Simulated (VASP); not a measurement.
# Bi2Se3 (Paraguanajuatite) (R-3m) in VASP: settings compared, part 2 of 2

VASP 6.6.1. Earlier steps stand in the parts before.

## 3. Single point, PBEsol+D4

This run uses another cell than the first one, of 27.12 Å³/atom, 0.956 times its volume.

Input file INCAR:

```
PREC = Accurate
ENCUT = 520
EDIFF = 1E-6
ISMEAR = -1
SIGMA = 0.05
LREAL = F
LASPH = T
NELM = 60
ALGO = Fast
ISIF = 2
LWAVE = F
LCHARG = F
GGA = PS
IVDW = 13
NBANDS = 32
```

Input file KPOINTS:

```
regular mesh
0
Gamma
  8 8 8
```

Input file POSCAR:

```
Bi2Se3
1.0
    2.0498416797      1.1834766455      9.3155875189
   -2.0498416797      1.1834766455      9.3155875189
    0.0000000000     -2.3669532911      9.3155875189
Bi Se
2 3
Direct
    0.5985766662      0.5985766662      0.5985766662
    0.4014233338      0.4014233338      0.4014233338
    0.7910795468      0.7910795468      0.7910795468
    0.2089204532      0.2089204532      0.2089204532
    0.0000000000      0.0000000000      0.0000000000
```

Potentials or basis: VASP PAW PBE potentials, release 64 (Bi_d, Se).

Command:

```bash
> cat potpaw_PBE.64/Bi_d/POTCAR potpaw_PBE.64/Se/POTCAR > POTCAR
> mpirun -np 1 vasp_std > vasp.out
```

OUTCAR:

```text
PREC = Accurate
   ENCUT = 520
   EDIFF = 1E-6
   ISMEAR = -1
   LREAL = F
   LASPH = T
   NELM = 60
   ISIF = 2
   GGA = PS
   IVDW = 13

 ion  position               nearest neighbor table
   1  0.599  0.599  0.599-   4 2.84   4 2.84   4 2.84   5 3.04   5 3.04   5 3.04
   2  0.401  0.401  0.401-   3 2.84   3 2.84   3 2.84   5 3.04   5 3.04   5 3.04
   3  0.791  0.791  0.791-   2 2.84   2 2.84   2 2.84
   4  0.209  0.209  0.209-   1 2.84   1 2.84   1 2.84
   5  0.000  0.000  0.000-   1 3.04   2 3.04   1 3.04   1 3.04   2 3.04   2 3.04

  LATTYP: Found a trigonal (rhomboedric) cell.
 ALAT       =     9.6115887711
 COS(alpha) =     0.9090337542

  Lattice vectors:

 A1 = (   2.0498416797,   1.1834766455,   9.3155875189)
 A2 = (  -2.0498416797,   1.1834766455,   9.3155875189)
 A3 = (   0.0000000000,  -2.3669532911,   9.3155875189)

Analysis of symmetry for initial positions (statically):
=====================================================================
 Subroutine PRICEL returns:
 Original cell was already a primitive cell.

[... 176 lines left out ...]
 E-fermi :   5.4907     XC(G=0):  -9.9118

 val. band max:        5.4857487772   @ k =   0.0000   0.0000   0.0000
 cond. band min:       5.4911677331   @ k =   0.0000   0.0000   0.0000
 fundamental gap:      0.0054189559
 Fermi energy:         5.4906782594

 k-point     1 :       0.0000    0.0000    0.0000
  band No.  band energies     occupation
      1     -17.6973      2.00000
      2     -17.6973      2.00000
      3     -17.6949      2.00000
      4     -17.6949      2.00000
      5     -17.6844      2.00000
      6     -17.6812      2.00000
[... 829 lines left out ...]
     31       9.7887      0.00000
     32      11.5193      0.00000

 [... further k-points ...]

------------------------ aborting loop because EDIFF is reached ----------------------------------------

  DFT-D4 for vdW energy calculation

  Edisp (eV):   -1.31893

  FORCE on cell =-STRESS in cart. coord.  units (eV):
  Direction    XX          YY          ZZ          XY          YZ          ZX
  --------------------------------------------------------------------------------------
  -------------------------------------------------------------------------------------
  Total       0.05111     0.05111     0.01292     0.00000    -0.00000     0.00000
  in kB       0.60394     0.60394     0.15263     0.00000    -0.00000     0.00000
  external pressure =        0.45 kB  Pullay stress =        0.00 kB

 VOLUME and BASIS-vectors are now :
 -----------------------------------------------------------------------------
  energy-cutoff  :      520.00
  volume of cell :      135.59
      direct lattice vectors                 reciprocal lattice vectors
     2.049841680  1.183476646  9.315587519     0.243921277  0.140828015  0.035782320
    -2.049841680  1.183476646  9.315587519    -0.243921277  0.140828015  0.035782320
     0.000000000 -2.366953291  9.315587519     0.000000000 -0.281656030  0.035782320

 POSITION                                       TOTAL-FORCE (eV/Angst)
 -----------------------------------------------------------------------------------
      0.00000     -0.00000     16.72828         0.000000     -0.000000      0.011726
      0.00000     -0.00000     11.21848         0.000000      0.000000     -0.011726
      0.00000     -0.00000     22.10811         0.000000     -0.000000      0.021506
      0.00000     -0.00000      5.83865         0.000000      0.000000     -0.021506
      0.00000      0.00000      0.00000         0.000000     -0.000000     -0.000000
 -----------------------------------------------------------------------------------
    total drift:                                0.000000     -0.000000      0.000000

  FREE ENERGIE OF THE ION-ELECTRON SYSTEM (eV)
  ---------------------------------------------------
  free  energy   TOTEN  =       -23.3486908221 eV

  energy  without entropy=      -23.3483388995  energy(sigma->0) =      -23.34851486
```

OSZICAR:

```text
N       E                     dE             d eps       ncg     rms          rms(c)
DAV:   1     0.468780516246E+03    0.46878E+03   -0.22918E+04  4160   0.157E+03
DAV:   2     0.321905049184E+02   -0.43659E+03   -0.41881E+03  4248   0.417E+02
DAV:   3    -0.203593172138E+02   -0.52550E+02   -0.49552E+02  5432   0.149E+02
DAV:   4    -0.226237775066E+02   -0.22645E+01   -0.22514E+01  4608   0.326E+01
DAV:   5    -0.227066064268E+02   -0.82829E-01   -0.82813E-01  6032   0.644E+00    0.524E+00
RMM:   6    -0.220436737275E+02    0.66293E+00   -0.95246E-01  4923   0.442E+00    0.317E+00
RMM:   7    -0.220308890831E+02    0.12785E-01   -0.25126E-01  5649   0.231E+00    0.175E+00
RMM:   8    -0.220291009436E+02    0.17881E-02   -0.30540E-02  5822   0.126E+00    0.487E-01
RMM:   9    -0.220295596130E+02   -0.45867E-03   -0.10402E-02  5827   0.647E-01    0.949E-02
RMM:  10    -0.220297402713E+02   -0.18066E-03   -0.23428E-03  5919   0.307E-01    0.395E-02
RMM:  11    -0.220297538222E+02   -0.13551E-04   -0.45271E-04  5524   0.158E-01    0.229E-02
RMM:  12    -0.220297602888E+02   -0.64666E-05   -0.12457E-04  6498   0.748E-02    0.731E-03
RMM:  13    -0.220297618013E+02   -0.15125E-05   -0.22663E-05  5923   0.283E-02    0.338E-03
RMM:  14    -0.220297616426E+02    0.15872E-06   -0.32402E-06  3285   0.119E-02
   1 F= -.23348691E+02 E0= -.23348515E+02  d E =-.351923E-03
```

stdout:

```text
POSCAR found type information on POSCAR BiSe
 POSCAR found :  2 types and       5 ions
 scaLAPACK will be used
 -----------------------------------------------------------------------------
|                                                                             |
|                                                                             |
|     You enforced a specific xc type in the INCAR file but a different       |
|     I HOPE YOU KNOW WHAT YOU ARE DOING!                                     |
|                                                                             |
 -----------------------------------------------------------------------------

 LDA part: xc-table for (Slater+PW92), standard interpolation
 POSCAR, INCAR and KPOINTS ok, starting setup
 FFT: planning ... GRIDC
 FFT: planning ... GRID_SOFT
 FFT: planning ... GRID
 WAVECAR not read
 entering main loop
```

Run time: 17 min. Hardware: 1 thread of Intel Xeon Platinum 8488C (Sapphire Rapids), shared host; peak memory 0.88 GiB.

What came out:

| Quantity | Value |
| --- | --- |
| Free energy | -23.3487 eV |
| Pressure | 0.0 GPa |
| Largest force | 0.022 eV/Å |
| Band gap on the k mesh | 0.01 eV, direct |
| Dispersion energy per atom | -0.264 eV |

Forces on the atoms (eV/Å):
```
Bi   0.000  0.000  0.012
Bi   0.000  0.000 -0.012
Se   0.000  0.000  0.022
Se   0.000  0.000 -0.022
Se   0.000  0.000  0.000
```

Caveat: the PAW data sets were made with another functional, which shifts forces and pressure a little; spin-orbit coupling is left out, which as a rule narrows the gap of such compounds by several tenths of an eV. As with any semilocal functional, this PBEsol gap is likely too small.

## 4. Single point, BLYP+D4

This run uses another cell than the first one, of 28.70 Å³/atom, 1.011 times its volume.

Input file INCAR:

```
SYSTEM = Bi2Se3
  PREC = Accurate
  ENCUT = 520
  EDIFF = 1E-7
  ISMEAR = -1
  SIGMA = 0.05
  LREAL = .FALSE.
  LASPH = .TRUE.
  NELM = 80
  ALGO = Fast
  ISIF = 2
  LWAVE = .FALSE.
  LCHARG = .FALSE.
  GGA = B5
  ALDAX = 1.0
  AGGAX = 1.0
  AGGAC = 1.0
  ALDAC = 0.0
  IVDW = 13
  VDW_S6 = 1.0
  VDW_S8 = 2.34076671
  VDW_A1 = 0.44488865
  VDW_A2 = 4.0933009
  NBANDS = 32
```

Input file KPOINTS:

```
Automatic mesh
0
G
  8 8 8
  0 0 0
```

Input file POSCAR:

```
Bi2Se3
1.0
    2.0945788893      1.2093056856      9.4410228956
   -2.0945788893      1.2093056856      9.4410228956
    0.0000000000     -2.4186113712      9.4410228956
Bi Se
2 3
Direct
    0.5983713684      0.5983713684      0.5983713684
    0.4016286316      0.4016286316      0.4016286316
    0.7902794130      0.7902794130      0.7902794130
    0.2097205870      0.2097205870      0.2097205870
    0.0000000000      0.0000000000      0.0000000000
```

Potentials or basis: VASP PAW PBE potentials, release 64 (Bi_d, Se).

Command:

```bash
> cat potpaw_PBE.64/Bi_d/POTCAR potpaw_PBE.64/Se/POTCAR > POTCAR
> mpirun -np 1 vasp_std > vasp.out
```

OUTCAR:

```text
SYSTEM = Bi2Se3
   PREC = Accurate
   ENCUT = 520
   EDIFF = 1E-7
   ISMEAR = -1
   LREAL = .FALSE.
   LASPH = .TRUE.
   NELM = 80
   ISIF = 2
   GGA = B5
   IVDW = 13

 ion  position               nearest neighbor table
   1  0.598  0.598  0.598-   4 2.88   4 2.88   4 2.88   5 3.10   5 3.10   5 3.10
   2  0.402  0.402  0.402-   3 2.88   3 2.88   3 2.88   5 3.10   5 3.10   5 3.10
   3  0.790  0.790  0.790-   2 2.88   2 2.88   2 2.88
   4  0.210  0.210  0.210-   1 2.88   1 2.88   1 2.88
   5  0.000  0.000  0.000-   1 3.10   1 3.10   2 3.10   2 3.10   1 3.10   2 3.10

  LATTYP: Found a trigonal (rhomboedric) cell.
 ALAT       =     9.7459014093
 COS(alpha) =     0.9076196906

  Lattice vectors:

 A1 = (   2.0945788893,   1.2093056856,   9.4410228956)
 A2 = (  -2.0945788893,   1.2093056856,   9.4410228956)
 A3 = (   0.0000000000,  -2.4186113712,   9.4410228956)

Analysis of symmetry for initial positions (statically):
=====================================================================
 Subroutine PRICEL returns:
 Original cell was already a primitive cell.

 Routine SETGRP: Setting up the symmetry group for a
[... 178 lines left out ...]
 cond. band min:       5.4853391021   @ k =   0.0000   0.0000   0.0000
 fundamental gap:      0.1777608753
 Fermi energy:         5.3985795970

 k-point     1 :       0.0000    0.0000    0.0000
  band No.  band energies     occupation
      1     -17.8086      2.00000
      2     -17.8086      2.00000
      3     -17.8068      2.00000
      4     -17.8068      2.00000
      5     -17.7971      2.00000
      6     -17.7947      2.00000
[... 829 lines left out ...]
     31      10.2203      0.00000
     32      11.8023      0.00000

 [... further k-points ...]

------------------------ aborting loop because EDIFF is reached ----------------------------------------

  DFT-D4 for vdW energy calculation

  Edisp (eV):   -4.10777

  FORCE on cell =-STRESS in cart. coord.  units (eV):
  Direction    XX          YY          ZZ          XY          YZ          ZX
  --------------------------------------------------------------------------------------
  -------------------------------------------------------------------------------------
  Total       0.23081     0.23081     0.17279    -0.00000     0.00000     0.00000
  in kB       2.57728     2.57728     1.92940    -0.00000     0.00000     0.00000
  external pressure =        2.36 kB  Pullay stress =        0.00 kB

 VOLUME and BASIS-vectors are now :
 -----------------------------------------------------------------------------
  energy-cutoff  :      520.00
  volume of cell :      143.48
      direct lattice vectors                 reciprocal lattice vectors
     2.094578889  1.209305686  9.441022896     0.238711467  0.137820130  0.035306909
    -2.094578889  1.209305686  9.441022896    -0.238711467  0.137820130  0.035306909
     0.000000000 -2.418611371  9.441022896     0.000000000 -0.275640260  0.035306909

 POSITION                                       TOTAL-FORCE (eV/Angst)
 -----------------------------------------------------------------------------------
      0.00000      0.00000     16.94771        -0.000000      0.000000      0.022745
      0.00000      0.00000     11.37536        -0.000000      0.000000     -0.022745
      0.00000      0.00000     22.38314        -0.000000     -0.000000      0.037996
      0.00000      0.00000      5.93993        -0.000000      0.000000     -0.037996
      0.00000      0.00000      0.00000         0.000000     -0.000000      0.000000
 -----------------------------------------------------------------------------------
    total drift:                               -0.000000      0.000000      0.000000

  FREE ENERGIE OF THE ION-ELECTRON SYSTEM (eV)
  ---------------------------------------------------
  free  energy   TOTEN  =       -21.2854811446 eV

  energy  without entropy=      -21.2852536793  energy(sigma->0) =      -21.28536741
```

stdout:

```text
POSCAR found type information on POSCAR BiSe
 POSCAR found :  2 types and       5 ions
 scaLAPACK will be used
 -----------------------------------------------------------------------------
|                                                                             |
|                                                                             |
|     You enforced a specific xc type in the INCAR file but a different       |
|     I HOPE YOU KNOW WHAT YOU ARE DOING!                                     |
|                                                                             |
 -----------------------------------------------------------------------------

 LDA part: xc-table for (Slater(with rela. corr.)+VWN5), standard interpolation
 POSCAR, INCAR and KPOINTS ok, starting setup
 FFT: planning ... GRIDC
 FFT: planning ... GRID_SOFT
 FFT: planning ... GRID
 WAVECAR not read
 entering main loop
```

Wall time 28 min (1 thread of Intel Xeon Platinum 8259CL at 2.50GHz (Skylake/Cascade Lake), shared host); peak memory 0.89 GiB.

What came out:

* Free energy: -21.2855 eV
* Pressure: 0.2 GPa
* Largest force: 0.038 eV/Å
* Band gap on the k mesh: 0.18 eV, direct
* Dispersion energy per atom: -0.822 eV

Forces in eV/Å, atoms in the order of the input:
```
Bi   0.000  0.000  0.023
Bi   0.000  0.000 -0.023
Se   0.000  0.000  0.038
Se   0.000  0.000 -0.038
Se   0.000  0.000  0.000
```

Caveat: the PAW data sets were made with another functional, which shifts forces and pressure a little; spin-orbit coupling is left out, which as a rule narrows the gap of such compounds by several tenths of an eV. A k mesh can miss the band edges.

## 5. Overview

| level | cell | further INCAR settings | gap on the mesh (eV) | pressure (GPa) | largest force (eV/Å) |
| --- | --- | --- | --- | --- | --- |
| PBE | R-3m, 28.38 Å³/atom | ALGO = Fast; EDIFF = 1e-06; NBANDS = 32 | 0.21 | 2.6 | 0.17 |
| PBEsol+D4 | R-3m, 27.12 Å³/atom | ALGO = Fast; EDIFF = 1e-06; NBANDS = 32 | 0.01 | 0.0 | 0.02 |
| BLYP+D4 | R-3m, 28.7 Å³/atom | ALGO = Fast; EDIFF = 1e-07; NBANDS = 32 | 0.18 | 0.2 | 0.04 |

Alike in all rows: task single point; potentials or basis VASP PAW PBE potentials, release 64 (Bi_d, Se); no spin polarisation; k mesh 8 × 8 × 8; cutoff (eV) 520; smearing fermi-dirac 0.05 eV.

On the cell as given the gap runs from 0.01 eV (PBEsol+D4) to 0.21 eV (PBE). The pressure there spans 0.0 GPa (PBEsol+D4) to 2.6 GPa (PBE); a positive pressure means that this level wants a larger cell, a negative one a smaller.

Caveats: spin-orbit coupling is left out, which as a rule narrows the gap of such compounds by several tenths of an eV; the PAW data sets were made with another functional, which shifts forces and pressure a little (some runs).

Total energies depend on the potentials used, so only differences within one code and one set of settings carry meaning.
